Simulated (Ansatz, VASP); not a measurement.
**Cross-check of Al32O47 (V_O) between VASP and Ansatz**

Wanted: the spread between two codes on one cell, functional and k mesh. Of the first pair: The structure shown is the start of the Ansatz relaxation below; VASP solves that cell, so the two are compared at the walk's first step.

Program: Ansatz 0.2.0. Level of theory: plane waves, with VASP 6.6.1 beside it; single point at r2SCAN. Results are calculated unless marked as measured.

## 1. The structure

The cell holds 79 atoms: 32 Al and 47 O. Its edges and angles: a = 10.259 Å, b = 10.259 Å, c = 10.259 Å, α = 55.3°, β = 55.3°, γ = 55.3°. It derives from Al2O3 (Al2O3 (R-3c)). Nearest the centre at fractional (0.625, 0.278, 0.472): Al2 at 1.81 Å, Al17 at 1.89 Å, Al24 at 1.96 Å, Al23 at 1.98 Å, O79 at 2.48 Å, O40 at 2.49 Å, O42 at 2.62 Å, O65 at 2.64 Å. The cell carries charge +1.

Structure file:

```cif
data_structure
_symmetry_space_group_name_H-M 'P 1'
_symmetry_Int_Tables_number 1
_cell_length_a 10.2589
_cell_length_b 10.2589
_cell_length_c 10.2589
_cell_angle_alpha 55.273
_cell_angle_beta 55.273
_cell_angle_gamma 55.273
_cell_volume 679.60
loop_
_atom_site_label
_atom_site_type_symbol
_atom_site_fract_x
_atom_site_fract_y
_atom_site_fract_z
_atom_site_occupancy
Al1 Al 0.32158 0.32427 0.32978 1
Al2 Al 0.43104 0.42291 0.42756 1
Al3 Al 0.06843 0.07372 0.07621 1
Al4 Al 0.17638 0.18139 0.17421 1
Al5 Al 0.32361 0.31867 0.82908 1
Al6 Al 0.42039 0.42705 0.93074 1
Al7 Al 0.07538 0.07907 0.56895 1
Al8 Al 0.17734 0.17980 0.67611 1
Al9 Al 0.32462 0.82784 0.32512 1
Al10 Al 0.43125 0.92450 0.42644 1
Al11 Al 0.06881 0.57745 0.07261 1
Al12 Al 0.18100 0.67155 0.17351 1
Al13 Al 0.32103 0.82919 0.82012 1
Al14 Al 0.43139 0.92702 0.92178 1
Al15 Al 0.07082 0.58025 0.57307 1
Al16 Al 0.17483 0.68219 0.67279 1
Al17 Al 0.82724 0.32541 0.31778 1
Al18 Al 0.92751 0.42418 0.42146 1
Al19 Al 0.58004 0.07211 0.07334 1
Al20 Al 0.67146 0.17387 0.17811 1
Al21 Al 0.82775 0.32066 0.82745 1
Al22 Al 0.93166 0.42354 0.92621 1
Al23 Al 0.56780 0.07615 0.57733 1
Al24 Al 0.68025 0.17877 0.67165 1
Al25 Al 0.83001 0.82346 0.32207 1
Al26 Al 0.92690 0.93097 0.42453 1
Al27 Al 0.57418 0.56966 0.07315 1
Al28 Al 0.67619 0.68171 0.17171 1
Al29 Al 0.82222 0.81915 0.82691 1
Al30 Al 0.91961 0.92792 0.92874 1
Al31 Al 0.57805 0.57065 0.57026 1
Al32 Al 0.67169 0.68190 0.67475 1
O33 O 0.21842 0.03441 0.37305 1
O34 O 0.47614 0.11910 0.27943 1
O35 O 0.02652 0.38120 0.22021 1
O36 O 0.37670 0.22268 0.02219 1
O37 O 0.11924 0.28186 0.47139 1
O38 O 0.27376 0.47755 0.12340 1
O39 O 0.22692 0.02657 0.87592 1
O40 O 0.47747 0.12342 0.77366 1
O41 O 0.02287 0.37377 0.72625 1
O42 O 0.37721 0.21619 0.53240 1
O43 O 0.12175 0.28431 0.97121 1
O44 O 0.27802 0.46609 0.62942 1
O45 O 0.22128 0.52312 0.38040 1
O46 O 0.46722 0.63077 0.27756 1
O47 O 0.03227 0.87293 0.21696 1
O48 O 0.37064 0.72081 0.03408 1
O49 O 0.12461 0.78101 0.47476 1
O50 O 0.28288 0.97098 0.12601 1
O51 O 0.21667 0.53069 0.87932 1
O52 O 0.47705 0.62347 0.77884 1
O53 O 0.02382 0.87438 0.72771 1
O54 O 0.37257 0.72764 0.52430 1
O55 O 0.13048 0.77329 0.97083 1
O56 O 0.28002 0.97122 0.62896 1
O57 O 0.72521 0.02968 0.37567 1
O58 O 0.97275 0.12011 0.28348 1
O59 O 0.52314 0.37930 0.22441 1
O60 O 0.87688 0.22245 0.02222 1
O61 O 0.77759 0.46762 0.12451 1
O62 O 0.72511 0.03200 0.87033 1
O63 O 0.97160 0.12277 0.78406 1
O64 O 0.53116 0.36945 0.72554 1
O65 O 0.87878 0.21577 0.53027 1
O66 O 0.62466 0.27467 0.97017 1
O67 O 0.78118 0.47592 0.62151 1
O68 O 0.72209 0.52231 0.37928 1
O69 O 0.96793 0.62309 0.28421 1
O70 O 0.52975 0.87859 0.22213 1
O71 O 0.87455 0.71863 0.02625 1
O72 O 0.62087 0.77579 0.47365 1
O73 O 0.78129 0.96743 0.12242 1
O74 O 0.71799 0.53349 0.87197 1
O75 O 0.97279 0.62448 0.77311 1
O76 O 0.53148 0.87864 0.71910 1
O77 O 0.87600 0.72458 0.53011 1
O78 O 0.62009 0.78241 0.97456 1
O79 O 0.77435 0.97788 0.62438 1
```

## 2. Ansatz: relaxation, r2SCAN

Ansatz runs on its default PAW (the set named soft_2) files.

The two programs are compared at the cell with which this relaxation starts, whose forces are those of its first step.

Contents of input.yaml:

```yaml
crystal:
  lattice:
    - [2.37936662, 1.37372796, 4.3315957]
    - [-2.37936662, 1.37372796, 4.3315957]
    - [0.0, -2.74745592, 4.3315957]
  atoms:
    - { symbol: Al, position: [0.6480888, 0.6480888, 0.6480888] }
    - { symbol: Al, position: [0.8519112, 0.8519112, 0.8519112] }
    - { symbol: Al, position: [0.1480888, 0.1480888, 0.1480888] }
    - { symbol: Al, position: [0.3519112, 0.3519112, 0.3519112] }
    - { symbol: O, position: [0.44363392, 0.05636608, 0.75] }
    - { symbol: O, position: [0.94363392, 0.25, 0.55636608] }
    - { symbol: O, position: [0.05636608, 0.75, 0.44363392] }
    - { symbol: O, position: [0.75, 0.44363392, 0.05636608] }
    - { symbol: O, position: [0.25, 0.55636608, 0.94363392] }
    - { symbol: O, position: [0.55636608, 0.94363392, 0.25] }
  supercell: [2, 2, 2]
  defects: [{ vacancy: 48 }]
total_charge: 1
basis:
  ecutwfc: 500
  xc_grid: 2
hamiltonian:
  xc: r2scan
kpoints:
  mp_grid: { grid: [1, 1, 1], shift: [0.25, 0.25, 0.25] }
magnetization:
  spin_polarized: true
  initial_magnetization: 1
  spin_locking: { lock_magnetization: hard }
scf:
  occupations: { method: fixed }
  max_iter: 100
output:
  forces: true
  charged_corrections: { epsilon: [3.28, 3.28, 3.25], static_epsilon: [9.55, 9.55, 11.6] }
relax:
  f_tol: 0.02
  max_steps: 80
  random_displacement: { amplitude: 0.05, seed: 131 }
checkpoint:
  write: "../qp1_M1.relax.run"
  compress: false
  write_wavefunctions: true
  write_every: 100000
```

The run is started by

```console
$ ansatz run input.yaml --threads 4 --pin off --max-ram 6594MiB --backend cpu --events-out ev --progress --plain --runs-dir out
```

Numbers of over 12 decimals in the logs are rounded to 6 here.

What it wrote:

```text
Warning: This run holds its total moment fixed (magnetization.spin_locking.lock_magnetization: hard) and mixes its density by anderson or broyden (scf.mixing.algorithm, typed or taken by auto). Slabs with a fixed moment have converged under broyden above another state at the same moment, at the default mixing steps and at smaller ones, and under scf.lower_state_search: standard, light or off a state that such a mixer [...]
Engine: ansatz 0.2.0, aarch64-unknown-linux-gnu
Pseudopotentials: kind: paw
Pseudopotential: Al, paw, valence charge 3, recommended cutoff 500 eV (meta_gga), Al.paw.azcp
Pseudopotential: O, paw, valence charge 6, recommended cutoff 500 eV (meta_gga), O.paw.azcp
Functional definition: r2SCAN
  parameter k0 = 0.174
  parameter k1 = 0.065
  parameter a1 = 4.9479
  exchange = r2scan_x(k0 = k0, k1 = k1, a1 = a1)
  correlation = r2scan_c
Crystal: 79 atoms, lattice volume = 679.597 Å³
Basis set: ecut = 500 eV, 17281 PW (Γ), exchange–correlation on 150×150×150 points (8 copies of the dense FFT grid, shifted against one another)
Bands: 268, of which v1, the nominal top of the filled ones, is band 189 counted from 1 (188 counted from 0)
Symmetry: 1 space group operations
k-points: 1
Non-local potential: Al, projectors of the file, l = 0: 2, l = 1: 2, l = 2: 1
Non-local potential: O, projectors of the file, l = 0: 2, l = 1: 2, l = 2: 1
PAW form: soft (Blöchl's): semilocal exchange-correlation on the pseudo side does not see the compensation charge
PAW frozen core: Al, regenerated for the run's functional (the file was generated under x = pbe(κ = 0.804, μ = 0.219515), c = pbe(β = 0.066725))
PAW frozen core: O, regenerated for the run's functional (the file was generated under x = pbe(κ = 0.804, μ = 0.219515), c = pbe(β = 0.066725))
PAW one-centre angular grid: Al, 302 points (default); XC on 160 Gauss nodes
PAW one-centre angular grid: O, 302 points (default); XC on 160 Gauss nodes
Initial density: superposition of atomic densities (chi_scale 0.1, normalization cell, long waves kept (reshape's long-wave potential 0.20 eV rms))
Starting moments: Σ|m| = 1 μB on 79 of 79 sites
Initial wavefunctions: pseudopotential atomic-orbital guess
Functional: x = r2scan, c = r2scan; τ floored in thin density (d = 2e-4 eV/Å³)
SCF iter   1: F=—  HF=-44178.507573 eV  |F-HF|=—  |Δ(HF+E_count)|=         —  Δρ=6.68e-2 (↑6.56e-2 ↓6.68e-2)  dr2=1.17e2  dr2_τ=3.75e0  dr2_m=9.07e-2  M=1.000 μB ∫|m|=1.016 μB  β_m=1.20  ethr=3.10e-3  ⟨swp⟩=4.0  Hψ=1646  notcnv=0  defer=152
preconditioner: auto → Resta (q_TF=auto, 2.473 Å⁻¹)  ε∞=3.0  [insulator: Δε(μ)=3.858 eV  Ē_g=19.717 eV  n_scr=174 (ndim 8)  ℏωp=27.7 eV  f_vac=0.000  ε∞_Penn≈3.0]
spin=Collinear: Resta preconditioning applied to the charge; magnetization (m = ρ↑ − ρ↓) channel mixes plain (no charge-response kernel on spin).
SCF iter   2: F=—  HF=-44160.694594 eV  |F-HF|=—  |Δ(HF+E_count)|=    1.78e1  Δρ=3.38e-2 (↑3.38e-2 ↓3.36e-2)  dr2=3.19e1  dr2_τ=3.58e-1  dr2_m=1.43e-3  M=1.000 μB ∫|m|=1.076 μB  β_m=1.20  ethr=3.10e-3  ⟨swp⟩=3.0  Hψ=943  notcnv=0  defer=152  κ⁻¹=1.0e0(r=1)
SCF iter   3: F=—  HF=-44159.496379 eV  |F-HF|=—  |Δ(HF+E_count)|=    1.20e0  Δρ=1.77e-2 (↑1.76e-2 ↓1.77e-2)  dr2=4.41e0  dr2_τ=9.64e-2  dr2_m=1.53e-3  M=1.000 μB ∫|m|=1.094 μB  β_m=1.20  ethr=3.10e-3  ⟨swp⟩=3.0  Hψ=838  notcnv=0  defer=155  κ⁻¹=5.8e-2(r=2)
SCF iter   4: F=—  HF=-44159.558483 eV  |F-HF|=—  |Δ(HF+E_count)|=   6.21e-2  Δρ=1.14e-2 (↑1.14e-2 ↓1.13e-2)  dr2=1.45e0  dr2_τ=4.53e-2  dr2_m=4.88e-4  M=1.000 μB ∫|m|=1.095 μB  β_m=1.20  ethr=1.17e-3  ⟨swp⟩=2.0  Hψ=556  notcnv=0  defer=155  κ⁻¹=7.6e-3(r=3)
SCF iter   5: F=—  HF=-44159.522377 eV  |F-HF|=—  |Δ(HF+E_count)|=   3.61e-2  Δρ=1.15e-3 (↑1.15e-3 ↓1.14e-3)  dr2=1.31e-2  dr2_τ=8.37e-4  dr2_m=7.44e-4  M=1.000 μB ∫|m|=1.081 μB  β_m=1.20  ethr=3.84e-4  ⟨swp⟩=3.0  Hψ=673  notcnv=0  defer=155  κ⁻¹=1.9e-4(r=4)
SCF iter   6: F=—  HF=-44159.526258 eV  |F-HF|=—  |Δ(HF+E_count)|=   3.88e-3  Δρ=8.05e-4 (↑8.02e-4 ↓8.05e-4)  dr2=5.85e-3  dr2_τ=3.85e-4  dr2_m=9.75e-6  M=1.000 μB ∫|m|=1.076 μB  β_m=1.20  ethr=3.48e-6  ⟨swp⟩=2.5  Hψ=674  notcnv=0  defer=155  κ⁻¹=3.0e-5(r=5)
SCF iter   7: F=—  HF=-44159.527307 eV  |F-HF|=—  |Δ(HF+E_count)|=   1.05e-3  Δρ=2.96e-4 (↑2.93e-4 ↓2.96e-4)  dr2=8.16e-4  dr2_τ=4.08e-5  dr2_m=8.65e-6  M=1.000 μB ∫|m|=1.075 μB  β_m=1.20  ethr=1.55e-6  ⟨swp⟩=2.5  Hψ=870  notcnv=0  defer=155  κ⁻¹=8.1e-6(r=6)
[...]
--- Relaxed structure (4 steps of the walk, 4 accepted, 0 SCFs on fresh bases) ---
  F+E_penalty+E_count = -44162.11727772 eV   max|allowed force component| = 1.025e-2 eV/Å
  atoms:
    - { symbol: Al, position: [0.323171, 0.323343, 0.322768] }
    - { symbol: Al, position: [0.414469, 0.434095, 0.422351] }
    - { symbol: Al, position: [0.074116, 0.075043, 0.073371] }
    - { symbol: Al, position: [0.180029, 0.175290, 0.173701] }
    - { symbol: O, position: [0.222006, 0.028916, 0.374807] }
    - { symbol: O, position: [0.471837, 0.125114, 0.279022] }
    - { symbol: O, position: [0.031630, 0.374678, 0.221275] }
    - { symbol: O, position: [0.377719, 0.221642, 0.025775] }
    - { symbol: O, position: [0.125084, 0.277790, 0.472674] }
    - { symbol: O, position: [0.278583, 0.472057, 0.124834] }
    - { symbol: Al, position: [0.324507, 0.325742, 0.821606] }
    - { symbol: Al, position: [0.426203, 0.425717, 0.926446] }
    - { symbol: Al, position: [0.074867, 0.073450, 0.574230] }
    - { symbol: Al, position: [0.175297, 0.176230, 0.677023] }
    - { symbol: O, position: [0.223094, 0.028680, 0.874682] }
    - { symbol: O, position: [0.475680, 0.128300, 0.770668] }
    - { symbol: O, position: [0.028173, 0.375655, 0.721552] }
    - { symbol: O, position: [0.377460, 0.222831, 0.527746] }
    - { symbol: O, position: [0.126222, 0.278741, 0.970868] }
    - { symbol: O, position: [0.278724, 0.472806, 0.623180] }
    - { symbol: Al, position: [0.323531, 0.824944, 0.324758] }
    - { symbol: Al, position: [0.426055, 0.925479, 0.426826] }
    - { symbol: Al, position: [0.075346, 0.574727, 0.072782] }
    - { symbol: Al, position: [0.174864, 0.677644, 0.175782] }
    - { symbol: O, position: [0.218590, 0.529171, 0.375807] }
    - { symbol: O, position: [0.471527, 0.625052, 0.278604] }
    - { symbol: O, position: [0.026884, 0.876717, 0.222417] }
    - { symbol: O, position: [0.374505, 0.721687, 0.029478] }
    - { symbol: O, position: [0.123951, 0.779607, 0.471732] }
    - { symbol: O, position: [0.278613, 0.972875, 0.124664] }
    - { symbol: Al, position: [0.323961, 0.822710, 0.824686] }
    - { symbol: Al, position: [0.425041, 0.925284, 0.927706] }
    - { symbol: Al, position: [0.070181, 0.576770, 0.575160] }
    - { symbol: Al, position: [0.176090, 0.677096, 0.675410] }
    - { symbol: O, position: [0.223316, 0.528060, 0.873736] }
    - { symbol: O, position: [0.472098, 0.623741, 0.778078] }
    - { symbol: O, position: [0.027073, 0.875785, 0.721781] }
    - { symbol: O, position: [0.374934, 0.722187, 0.528145] }
    - { symbol: O, position: [0.125088, 0.778288, 0.972176] }
    - { symbol: O, position: [0.278673, 0.972227, 0.625375] }
    - { symbol: Al, position: [0.835838, 0.328185, 0.316246] }
    - { symbol: Al, position: [0.927019, 0.427706, 0.427117] }
    - { symbol: Al, position: [0.574024, 0.073651, 0.077008] }
    - { symbol: Al, position: [0.676344, 0.176946, 0.176399] }
[...]
- { symbol: Al, position: [0.824131, 0.323646, 0.825005] }
    - { symbol: Al, position: [0.926662, 0.425709, 0.925502] }
    - { symbol: Al, position: [0.570422, 0.064504, 0.580189] }
    - { symbol: Al, position: [0.679720, 0.170247, 0.686020] }
[...]
- { symbol: Al, position: [0.823988, 0.824025, 0.324749] }
    - { symbol: Al, position: [0.925659, 0.928873, 0.424716] }
    - { symbol: Al, position: [0.574721, 0.574645, 0.073198] }
    - { symbol: Al, position: [0.675450, 0.677306, 0.175797] }
[...]
- { symbol: O, position: [0.625265, 0.778145, 0.472019] }
    - { symbol: O, position: [0.778086, 0.972391, 0.126722] }
    - { symbol: Al, position: [0.825154, 0.822743, 0.825170] }
    - { symbol: Al, position: [0.926191, 0.925785, 0.927769] }
    - { symbol: Al, position: [0.573851, 0.574062, 0.573520] }
    - { symbol: Al, position: [0.676140, 0.673478, 0.676824] }
    - { symbol: O, position: [0.721968, 0.527864, 0.875518] }
    - { symbol: O, position: [0.971553, 0.625809, 0.777580] }
    - { symbol: O, position: [0.527575, 0.871136, 0.725024] }
    - { symbol: O, position: [0.872464, 0.724684, 0.528828] }
    - { symbol: O, position: [0.625099, 0.779134, 0.971321] }
    - { symbol: O, position: [0.774467, 0.979871, 0.622130] }
```

Reading the cycles: dr2 is the Hartree energy of the density residual (eV), the measure of convergence; HF is the Harris–Foulkes estimate of the energy, which meets the free energy F at convergence.

(Part 1 of 2 ends here.)

[Lines on the potential files, build, host, timing and source positions are cut from VASP's logs without a mark.]

[Logs are printed without paths, hosts, clocks, repeated set-up lines and the standing remarks that a program may print on its own settings, such as how far it seeks lower states.]

[Hosts, paths, dates, database ids (printed as entryN), source tags and the programs' standing remarks are cut or masked in the printed files.]
